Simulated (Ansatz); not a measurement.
GeO2:
```yaml
crystal:
  lattice:
    - [4.41065, 0.00000, 0.00000]
    - [0.00000, 4.41065, 0.00000]
    - [0.00000, 0.00000, 2.87010]
  atoms:
    - { symbol: Ge, position: [0.00000, 0.00000, 0.00000] }
    - { symbol: Ge, position: [0.50000, 0.50000, 0.50000] }
    - { symbol: O, position: [0.30600, 0.30600, 0.00000] }
    - { symbol: O, position: [0.19400, 0.80600, 0.50000] }
    - { symbol: O, position: [0.69400, 0.69400, 0.00000] }
    - { symbol: O, position: [0.80600, 0.19400, 0.50000] }
```

Relaxed with r²SCAN.

Q: Decompose the optical modes at the zone centre into irreducible representations, and say which are infrared and Raman allowed.

A: Point group 4/mmm: Γ_opt = A1g + A2g + A2u + B1g + 2B1u + B2g + Eg + 3Eu. Infrared: A2u, Eu. Raman: A1g, B1g, B2g, Eg.

Q: Assign frequencies (DFPT, r²SCAN (plane waves, PAW; program Ansatz); without the LO–TO term).

A: B1g 167, B1u 213, Eu 311, Eu 363, A2g 475, A2u 502, Eg 523, B1u 648, Eu 650, A1g 691, B2g 855 cm⁻¹.

Subscripts of B labels follow the axes of the standard setting.

Space group P4_2/mnm (rutile). The cell was relaxed with r²SCAN under the symmetry of its start; phonons on a q-mesh show no instability.

Potentials: the later of the program's two PAW sets.
